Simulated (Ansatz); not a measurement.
PbF2 (fluorite), relaxed with r2SCAN in the plane-wave code Ansatz: it is cubic, Fm-3m (No. 225); a = 5.921 Å in the conventional setting, 17.30 Å³ an atom. Around Pb lie 8 F at 2.56 Å; around F lie 4 Pb at 2.56 Å. The primitive cell holds 3 atoms in 51.89 Å³. The values are computed, spin-unpolarised, and not measurements.

Computed values: HSE06 (6×6×6) gives a least gap of 5.73 eV and a least direct gap of 5.86 eV. r2SCAN's ε∞ is 3.18.

Problem. What is the density?

Solution. The cell holds 1 Pb, 2 F: M = 1×207.200 + 2×18.998 = 245.20 u in V = 51.89 Å³. ρ = 1.66054 × M/V = 1.66054 × 245.20/51.89 = 7.847 g/cm³, for the static r2SCAN lattice.

Problem. At what wavelength does absorption set in by HSE06, excitons left aside?

Solution. λ = 1239.84 eV nm/E: 216 nm for the least gap, where it needs phonons and is weak, and 212 nm for direct transitions.

Problem. What refractive index and reflectivity at normal incidence follow, below the gap and above the phonons?

Solution. n = √3.18 = 1.783; R = ((n − 1)/(n + 1))² = (0.783/2.783)² = 7.9 % a face.

Spin-orbit coupling is left out; in compounds of Pb, Bi, Tl or Hg it can lower a gap by up to about 1 eV, split its edges or invert the bands.

The meshes of the hybrids are coarse, so their gaps aren't converged to the digits shown.
